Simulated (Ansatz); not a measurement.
**ScAl₃ (Pm-3m)**

The calculation used Ansatz, DFT r2SCAN, scalar-relativistic, plane waves, PAW.

Plane waves to 500 eV, a k mesh through Γ of 10×10×10 on the computed 4-atom cell and Gaussian smearing (0.10 eV); no spin polarisation.

The structure is relaxed at this level of theory with its symmetry kept. Whether it is the stable form of this composition wasn't checked.

```
CELL_PARAMETERS angstrom
4.08554 0.00000 0.00000
0.00000 4.08554 0.00000
0.00000 0.00000 4.08554
ATOMIC_POSITIONS crystal
Sc 0.00000 0.00000 0.00000
Al 0.50000 0.00000 0.50000
Al 0.00000 0.50000 0.50000
Al 0.50000 0.50000 0.00000
```

- Space group: Pm-3m (No. 221)
- Volume per atom: 17.05 Å³
- Generalised Kohn–Sham band gap: none (metal)
- Density of states at the Fermi level: 1.21 states/eV per cell
- Löwdin character within 0.5 eV of the Fermi level: Al 3p 43 %, Sc 3d 42 %, Al 3s 10 %, unprojected 4 %
- Bulk modulus: 94 GPa
- Its pressure derivative: 4.0
- Bader charges (e): Sc (1 in the cell) 1.26, Al (3 in the cell) -0.42